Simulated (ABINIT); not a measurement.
# CdSe (F-43m) in ABINIT: convergence with cutoff

Aim: find how far cutoff must go before the results for CdSe settle, at PBEsol. This setting moves, with any that are tied to it; all else stays.

Everything below comes from runs of ABINIT 10.8.3 (patched build). Logs are shortened: lines on timing, memory, paths and dates and some standing lists are left out, and cuts for length are marked. The log counts tension as positive stress, the text compression.

**1. The crystal as given**

It takes space group F-43m (No. 216, cubic). The conventional cell has a = 6.141 Å, b = 6.141 Å, c = 6.141 Å, α = 90.00°, β = 90.00°, γ = 90.00°. Cd (site symmetry -43m) has 4 Se at 2.66 Å as nearest neighbours. Se (site symmetry -43m) has 4 Cd at 2.66 Å as nearest neighbours.

Measurements of this composition are mostly on another form, of space group No. 186.

**2. With cutoff 9 Ha**

Input file run.abi:

```
# Pseudopotentials
pp_dirpath "./"
pseudos "Cd.GGA_PBE-JTH.xml, Se.GGA_PBE-JTH.xml"

# Structure
acell 3*1.0
rprim
     0.0000000000     5.8019716937     5.8019716937
     5.8019716937     0.0000000000     5.8019716937
     5.8019716937     5.8019716937     0.0000000000
ntypat 2
znucl 48 34
natom 2
typat 1 2
xred
     0.0000000000     0.0000000000     0.0000000000
     0.2500000000     0.2500000000     0.2500000000

# Plane-wave basis
ecut 9.0
pawecutdg 57.2
pawxcdev 0

# k points
kptopt 1
ngkpt 8 8 8
nshiftk 1
shiftk 0.0 0.0 0.0

# Exchange and correlation
ixc -116133

# Bands and occupations
nband 13
occopt 6
tsmear 0.05 eV

# SCF cycle
nstep 100
tolvrs 1.0e-9

# Output
iomode 3
prtwf 0
prtden 0
prteig 0
prtebands 0
enunit 1
```

Potentials or basis: JTH PAW PBE v2.0.

Command:

```bash
abinit run.abi > log 2>&1
```

run.abo:

```text
.Version 10.8.3 of ABINIT
 Symmetries : space group F-4 3 m (#216); Bravais cF (face-center cubic)
================================================================================
 Values of the parameters that define the memory need of the present run
     intxc =       0    ionmov =       0      iscf =      17    lmnmax =      18
     lnmax =       6     mgfft =      24  mpssoang =       3    mqgrid =    3001
     natom =       2  nloc_mem =       2    nspden =       1   nspinor =       1
    nsppol =       1      nsym =      24    n1xccc =       1    ntypat =       2
    occopt =       6   xclevel =       2
       mpw =         522          nfft =       13824          nkpt =          29
 PAW method is used; the additional fine FFT grid is defined by:
   mgfftf=        60    nfftf =    216000
================================================================================
================================================================================

--------------------------------------------------------------------------------
------------- Echo of variables that govern the present computation ------------
--------------------------------------------------------------------------------
 -outvars: echo values of preprocessed input variables --------
            acell      1.0000000000E+00  1.0000000000E+00  1.0000000000E+00 Bohr
              amu      1.12411000E+02  7.89600000E+01
             ecut      9.00000000E+00 Hartree
           enunit           1
              ixc     -116133
         kptrlatt        8    0    0      0    8    0      0    0    8
          kptrlen      6.56418165E+01
            natom           2
            nband          13
            ngfft          24      24      24
          ngfftdg          60      60      60
             nkpt          29
            nstep         100
             nsym          24
           ntypat           2
           occopt           6
        pawecutdg      5.72000000E+01 Hartree
         pawxcdev           0
           prtden           0
        prtebands           0
           prteig           0
            prtwf           0
            rprim      0.0000000000E+00  5.8019716937E+00  5.8019716937E+00
                       5.8019716937E+00  0.0000000000E+00  5.8019716937E+00
                       5.8019716937E+00  5.8019716937E+00  0.0000000000E+00
          spgroup         216
           tolvrs      1.00000000E-09
           tsmear      1.83746611E-03 Hartree
            typat      1  2
           useylm           1
           xangst      0.0000000000E+00  0.0000000000E+00  0.0000000000E+00
                       1.5351355983E+00  1.5351355983E+00  1.5351355983E+00
            xcart      0.0000000000E+00  0.0000000000E+00  0.0000000000E+00
                       2.9009858468E+00  2.9009858468E+00  2.9009858468E+00
             xred      0.0000000000E+00  0.0000000000E+00  0.0000000000E+00
                       2.5000000000E-01  2.5000000000E-01  2.5000000000E-01
            znucl       48.00000   34.00000

================================================================================

 chkinp: Checking input parameters for consistency.

================================================================================
[... 130 lines left out ...]
 reduced coordinates (array xred) for    2 atoms
       0.000000000000      0.000000000000      0.000000000000
       0.250000000000      0.250000000000      0.250000000000
 rms dE/dt=  2.3800E-29; max dE/dt=  3.3658E-29; dE/dt below (all hartree)
    1       0.000000000000      0.000000000000      0.000000000000
    2      -0.000000000000      0.000000000000     -0.000000000000

 cartesian coordinates (angstrom) at end:
    1      0.00000000000000     0.00000000000000     0.00000000000000
    2      1.53513559826371     1.53513559826371     1.53513559826371

 cartesian forces (hartree/bohr) at end:
    1      0.00000000000000    -0.00000000000000     0.00000000000000
    2     -0.00000000000000     0.00000000000000    -0.00000000000000
 frms,max,avg= 2.7770856E-30 4.3508570E-30   0.000E+00  0.000E+00  0.000E+00 h/b

 cartesian forces (eV/Angstrom) at end:
    1      0.00000000000000    -0.00000000000000     0.00000000000000
    2     -0.00000000000000     0.00000000000000    -0.00000000000000
 frms,max,avg= 1.4280348E-28 2.2373006E-28   0.000E+00  0.000E+00  0.000E+00 e/A
 length scales=  1.000000000000  1.000000000000  1.000000000000 bohr
              =  0.529177210544  0.529177210544  0.529177210544 angstroms
 Fermi (or HOMO) energy (eV) =   1.08548   Average Vxc (eV)=  -8.86557
 Eigenvalues (   eV  ) for nkpt=  29  k points:
 kpt#   1, nband= 13, wtk=  0.00195, kpt=  0.0000  0.0000  0.0000 (reduced coord)
 -11.35425   -6.88829   -6.88829   -6.88829   -6.50885   -6.50885    0.58620    1.08363
   1.08363    1.08363    1.57179    6.98481    6.98481
 prteigrs : prtvol=0 or 1, do not print more k-points.

--- !EnergyTerms
iteration_state     : {dtset: 1, }
comment             : Components of total free energy in Hartree
kinetic             :  1.66794731566274E+01
hartree             :  1.50199902277863E+01
xc                  : -9.58251178298568E+00
Ewald energy        : -4.05359592690717E+01
psp_core            :  2.62789607642064E+00
local_psp           : -4.53098898858620E+01
PAW spherical_terms :  4.05273094475577E+00
internal            : -5.70482705323293E+01
'-kT*entropy'       : -2.79442914131424E-06
total_energy        : -5.70482733267585E+01
total_energy_eV     : -1.55236260016072E+03
...

--- !EnergyTermsDC
iteration_state     : {dtset: 1, }
comment             : '"Double-counting" decomposition of free energy'
band_energy         : -3.39883264921386E+00
Ewald energy        : -4.05359592690717E+01
psp_core            :  2.62789607642064E+00
xc_dc               : -1.69364299671981E+01
PAW spherical_terms :  1.19505586026242E+00
internal            : -5.70482699488006E+01
'-kT*entropy'       : -2.79442914131424E-06
total_energy_dc     : -5.70482727432298E+01
total_energy_dc_eV  : -1.55236258428209E+03
...

--- !EnergyTermsWithPAWCore
iteration_state     : {dtset: 1, }
comment             : 'Components of total free energy, including PAW core contributions'
Total energy        : -8.02045458057016E+03
Total energy DC     : -8.02045457998663E+03
Total energy (eV)   : -2.18247687460242E+05
Total energy DC (eV): -2.18247687444364E+05
...

 Cartesian components of stress tensor (hartree/bohr^3)
  sigma(1 1)=  1.98982297E-03  sigma(3 2)=  0.00000000E+00
  sigma(2 2)=  1.98982297E-03  sigma(3 1)=  0.00000000E+00
  sigma(3 3)=  1.98982297E-03  sigma(2 1)=  0.00000000E+00

-Cartesian components of stress tensor (GPa)         [Pressure= -5.8543E+01 GPa]
- sigma(1 1)=  5.85426129E+01  sigma(3 2)=  0.00000000E+00
- sigma(2 2)=  5.85426129E+01  sigma(3 1)=  0.00000000E+00
- sigma(3 3)=  5.85426129E+01  sigma(2 1)=  0.00000000E+00

== END DATASET(S) ==============================================================
================================================================================

 -outvars: echo values of variables after computation  --------
            acell      1.0000000000E+00  1.0000000000E+00  1.0000000000E+00 Bohr
           etotal     -5.7048272743E+01
            fcart      1.4502856557E-30 -4.3508569672E-30  1.4502856557E-30
                      -1.4502856557E-30  4.3508569672E-30 -1.4502856557E-30
            rprim      0.0000000000E+00  5.8019716937E+00  5.8019716937E+00
                       5.8019716937E+00  0.0000000000E+00  5.8019716937E+00
                       5.8019716937E+00  5.8019716937E+00  0.0000000000E+00
           strten      1.9898229670E-03  1.9898229670E-03  1.9898229670E-03
                       0.0000000000E+00  0.0000000000E+00  0.0000000000E+00
           xangst      0.0000000000E+00  0.0000000000E+00  0.0000000000E+00
                       1.5351355983E+00  1.5351355983E+00  1.5351355983E+00
             xred      0.0000000000E+00  0.0000000000E+00  0.0000000000E+00
                       2.5000000000E-01  2.5000000000E-01  2.5000000000E-01
 Calculation completed.
```

Run time: 32 s. Hardware: 1 thread of Arm Neoverse V1, shared host; peak memory 0.14 GiB.

What came out:

- Free energy: -1552.3626 eV
- Band gap on the k mesh: none (metal or under the smearing width)
- Valence electrons inside the program's atomic spheres: Cd 10.44; Se 3.94

**3. With cutoff 11 Ha**

run.abi, as its differences from that of step 2:

```diff
@@ -19,3 +19,3 @@
 # Plane-wave basis
-ecut 9.0
+ecut 11.0
 pawecutdg 57.2
```

Potentials or basis: JTH PAW PBE v2.0.

Command:

```bash
abinit run.abi > log 2>&1
```

Run time: 27 s. Hardware: 1 thread of Arm Neoverse V1, shared host; peak memory 0.15 GiB.

The run converged. Its results:

```yaml
Free_energy: -1555.5420 eV
Band_gap_on_the_k_mesh: 0.43 eV, direct
Valence_electrons_inside_the_program's_atomic_spheres: Cd 10.43; Se 3.94
```

**4. With cutoff 13 Ha**

run.abi, as its differences from that of step 3:

```diff
@@ -19,3 +19,3 @@
 # Plane-wave basis
-ecut 11.0
+ecut 13.0
 pawecutdg 57.2
```

Command:

```bash
abinit run.abi > log 2>&1
```

Run time: 48 s. Hardware: 1 thread of Arm Neoverse V1, shared host; peak memory 0.15 GiB.

Results (log left out):

```yaml
Free_energy: -1555.9327 eV
Band_gap_on_the_k_mesh: 0.42 eV, direct
Valence_electrons_inside_the_program's_atomic_spheres: Cd 10.43; Se 3.94
```

**5. With cutoff 15.5 Ha**

run.abi, as its differences from that of step 4:

```diff
@@ -19,3 +19,3 @@
 # Plane-wave basis
-ecut 13.0
+ecut 15.5
 pawecutdg 57.2
```

Command:

```bash
abinit run.abi > log 2>&1
```

Run time: 41 s. Hardware: 1 thread of Arm Neoverse V1, shared host; peak memory 0.16 GiB.

It converged, with:

| Item | Value |
| --- | --- |
| Free energy | -1555.9466 eV |
| Band gap on the k mesh | 0.41 eV, direct |
| Valence electrons inside the program's atomic spheres | Cd 10.43; Se 3.94 |

**6. With cutoff 18.5 Ha**

run.abi, as its differences from that of step 5:

```diff
@@ -19,3 +19,3 @@
 # Plane-wave basis
-ecut 15.5
+ecut 18.5
 pawecutdg 57.2
```

Potentials or basis: JTH PAW PBE v2.0.

Command:

```bash
abinit run.abi > log 2>&1
```

It took 53 s on 1 thread of Arm Neoverse V1, shared host; peak memory 0.16 GiB.

The run converged. Its results:

```
Free energy                                           : -1555.9688 eV
Band gap on the k mesh                                : 0.42 eV, direct
Valence electrons inside the program's atomic spheres : Cd 10.43; Se 3.94
```

**7. With cutoff 22 Ha**

run.abi, as its differences from that of step 6:

```diff
@@ -19,3 +19,3 @@
 # Plane-wave basis
-ecut 18.5
+ecut 22.0
 pawecutdg 57.2
```

Command:

```bash
abinit run.abi > log 2>&1
```

It took 48 s on 1 thread of Arm Neoverse V1, shared host; peak memory 0.17 GiB.

Results (log left out):

| Item | Value |
| --- | --- |
| Free energy | -1555.9736 eV |
| Pressure | -1.3 GPa |
| Band gap on the k mesh | 0.42 eV, direct |
| Valence electrons inside the program's atomic spheres | Cd 10.43; Se 3.94 |

**8. With cutoff 25.5 Ha**

run.abi, as its differences from that of step 7:

```diff
@@ -19,3 +19,3 @@
 # Plane-wave basis
-ecut 22.0
+ecut 25.5
 pawecutdg 57.2
```

Command:

```bash
abinit run.abi > log 2>&1
```

Wall time 61 s (1 thread of Arm Neoverse V1, shared host); peak memory 0.18 GiB.

Results (log left out):

```
Free energy                                           : -1555.9820 eV
Pressure                                              : -1.5 GPa
Band gap on the k mesh                                : 0.42 eV, direct
Valence electrons inside the program's atomic spheres : Cd 10.43; Se 3.94
```

**9. With cutoff 29.5 Ha**

run.abi, as its differences from that of step 8:

```diff
@@ -19,3 +19,3 @@
 # Plane-wave basis
-ecut 25.5
+ecut 29.5
 pawecutdg 57.2
```

Potentials or basis: JTH PAW PBE v2.0.

Command:

```bash
abinit run.abi > log 2>&1
```

Run time: 81 s. Hardware: 1 thread of Arm Neoverse V1, shared host; peak memory 0.2 GiB.

It converged, with:

```yaml
Free_energy: -1555.9953 eV
Pressure: -1.4 GPa
Band_gap_on_the_k_mesh: 0.42 eV, direct
Valence_electrons_inside_the_program's_atomic_spheres: Cd 10.43; Se 3.94
```

**10. With cutoff 35 Ha**

run.abi, as its differences from that of step 9:

```diff
@@ -19,3 +19,3 @@
 # Plane-wave basis
-ecut 29.5
+ecut 35.0
 pawecutdg 57.2
```

Command:

```bash
abinit run.abi > log 2>&1
```

It took 88 s on 1 thread of Arm Neoverse V1, shared host; peak memory 0.21 GiB.

The run converged. Its results:

```yaml
Free_energy: -1555.9977 eV
Pressure: -1.4 GPa
Band_gap_on_the_k_mesh: 0.42 eV, direct
Valence_electrons_inside_the_program's_atomic_spheres: Cd 10.43; Se 3.94
```

**11. The series at a glance**

| cutoff | energy less the tightest run (meV/atom) | gap on the mesh (eV) | SCF cycles | CPU time (s) | peak memory (GiB) |
| --- | --- | --- | --- | --- | --- |
| 9 Ha | 1817.54 | 0.000 | 27 | 32 | 0.14 |
| 11 Ha | 227.83 | 0.427 | 18 | 27 | 0.15 |
| 13 Ha | 32.49 | 0.416 | 29 | 48 | 0.15 |
| 15.5 Ha | 25.51 | 0.415 | 23 | 41 | 0.16 |
| 18.5 Ha | 14.45 | 0.416 | 27 | 53 | 0.16 |
| 22 Ha | 12.02 | 0.417 | 18 | 48 | 0.17 |
| 25.5 Ha | 7.84 | 0.416 | 19 | 61 | 0.18 |
| 29.5 Ha | 1.20 | 0.416 | 19 | 81 | 0.2 |
| 35 Ha | 0.00 | 0.416 | 19 | 88 | 0.21 |

Against the tightest run, the gap on the mesh stays within 0.01 eV from 13 Ha on. Not settled before the last step: the energy (to 1 meV/atom). The tightest run that finished is the yardstick and may itself not be fully converged.

Caveats: the PAW data sets were made with another functional, which shifts forces and pressure a little.
